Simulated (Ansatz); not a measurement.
Input for Ansatz (plane-wave DFT, PAW):

```yaml
crystal:
  lattice:
    - [0.0, 3.063403062, 3.063403062]
    - [3.063403062, 0.0, 3.063403062]
    - [3.063403062, 3.063403062, 0.0]
  atoms:
    - { symbol: Sr, position: [0.0, 0.0, 0.0] }
basis:
  ecutwfc: 420
kpoints:
  mp_grid: { grid: [12, 12, 12] }
hamiltonian:
  xc: pbe
scf:
  occupations: { method: gaussian, width: 0.1 }
output:
  forces: true
  stress: true
  eigenvalues: true
```

It can be run as
```bash
ansatz run input.yaml --threads 1 --pin off --backend cpu --events-out ev --progress --plain --runs-dir out  # memory cap (--max-ram) not shown
```

The calculation used Ansatz 0.2.0, DFT PBE, scalar-relativistic, plane waves, PAW.

Abridged output:

```
Pseudopotentials: kind: paw
Pseudopotential: Sr, paw, valence charge 10, recommended cutoff 420 eV (normal)
Functional definition: PBE
Crystal: 1 atom, lattice volume = 57.497 Å³
Basis set: ecut = 420 eV, 1139 PW (Γ), exchange–correlation on 60×60×60 points (8 copies of the dense FFT grid, shifted against one another)
Bands: 9, of which v1, the nominal top of the filled ones, is band 5 counted from 1 (4 counted from 0)
Symmetry: 48 space group operations
Space group: Fm-3m (ITA 225), of the structure as read, at distance tolerance 3.9e-5 Å
k-points: 72 of 1728
Initial density: superposition of atomic densities (neutral atoms: chi_scale 0, normalization atom), corrected by the library's trained network
Initial wavefunctions: pseudopotential atomic-orbital guess
Functional: x = pbe(κ = 0.804, μ = 0.21951497), c = pbe(β = 0.06672455)
SCF iter   1: F=—  HF=-3544.218446 eV  |F-HF|=—  |Δ(HF+E_count)|=         —  Δρ=8.24e-4  dr2=5.59e-4  ethr=1.77e-3  ⟨swp⟩=6.7  Hψ=5639  notcnv=0
SCF iter   2: F=—  HF=-3544.218952 eV  |F-HF|=—  |Δ(HF+E_count)|=   5.06e-4  Δρ=4.97e-4  dr2=2.74e-4  ethr=5.59e-6  ⟨swp⟩=2.8  Hψ=1713  notcnv=0
SCF iter   3: F=—  HF=-3544.218986 eV  |F-HF|=—  |Δ(HF+E_count)|=   3.37e-5  Δρ=1.87e-4  dr2=2.62e-5  ethr=2.74e-6  ⟨swp⟩=1.0  Hψ=648  notcnv=0
SCF iter   4: F=—  HF=-3544.218977 eV  |F-HF|=—  |Δ(HF+E_count)|=   8.79e-6  Δρ=9.01e-5  dr2=2.07e-6  ethr=2.62e-7  ⟨swp⟩=2.5  Hψ=980  notcnv=0
SCF iter   5: F=—  HF=-3544.218977 eV  |F-HF|=—  |Δ(HF+E_count)|=   2.80e-7  Δρ=2.22e-5  dr2=1.17e-7  ethr=2.07e-8  ⟨swp⟩=3.0  Hψ=1026  notcnv=0
SCF iter   6: F=-3544.218977 eV  HF=-3544.218977 eV  |F-HF|=3.23e-9  |Δ(HF+E_count)|=   3.54e-8  Δρ=4.66e-6  dr2=6.37e-9  ethr=1.00e-9  ⟨swp⟩=6.2  Hψ=3540  notcnv=0
SCF 1 converged in 6 iterations: F = -3544.218977 eV  dr2 = 6.37e-9
SCF converged after 6 iterations
Free energy (F): -3544.218977 eV
Harris-Foulkes:  -3544.218977 eV  (|F-HF|=3.23e-9)
Internal energy: -3544.210282 eV  (E = F + TS)
E sigma→0 (E₀):  -3544.214630 eV
Entropy (-TS):   -0.008695 eV (-8.695 meV/atom)
Fermi energy:    4.760208 eV
--- Per-component energies (eV) ---
  E_band       = -139.952176
  E_kinetic    = 241.041176
  E_local      = -782.970098  (includes V_loc(G=0)·N_el)
  E_nonlocal   = 202.822748
  E_hartree    = 199.436210
  E_xc         = -171.047897
  E_vxc        = -159.005147  (∫ρ·V_xc dr)
  E_paw        = -2694.709348  (= ΣΔE_a)
  E_vpaw       = -40.711708  (= ΣTr[D̂ρ^β])
  E_aug_tail   = -0.000001  (compensation charges beyond the density's cutoff)
  E_ewald      = -538.783071
  E_smearing   = -0.008695  (= −TS)
--- Forces (eV/Å), atoms counted from 1 ---
  atom   1  Sr     0.00000000     0.00000000     0.00000000
--- Stress (GPa, compression-positive) ---
       -0.521449       0.000000       0.000000
        0.000000      -0.521449       0.000000
        0.000000       0.000000      -0.521449
  P = ⅓ Tr σ = -0.5214 GPa (-5.214 kbar)
--- Band table (eV; the first three rows and the last of 72) ---
  k-point 0: bands = ["-31.9073", "-13.8034", "-13.8034", "-13.8034", "1.1924", "7.0714", "7.0714", "7.0714", "8.4700"]
  k-point 1: bands = ["-31.9065", "-13.8149", "-13.8050", "-13.8050", "1.2996", "6.9020", "7.1215", "7.1215", "8.4026"]
  k-point 2: bands = ["-31.9045", "-13.8460", "-13.8093", "-13.8093", "1.6115", "6.4979", "7.2191", "7.2191", "8.3064"]
  k-point 71: bands = ["-31.8924", "-13.9129", "-13.9129", "-13.8662", "4.8645", "5.3785", "5.3785", "6.9069", "9.7508"]
```

Self-consistency was reached.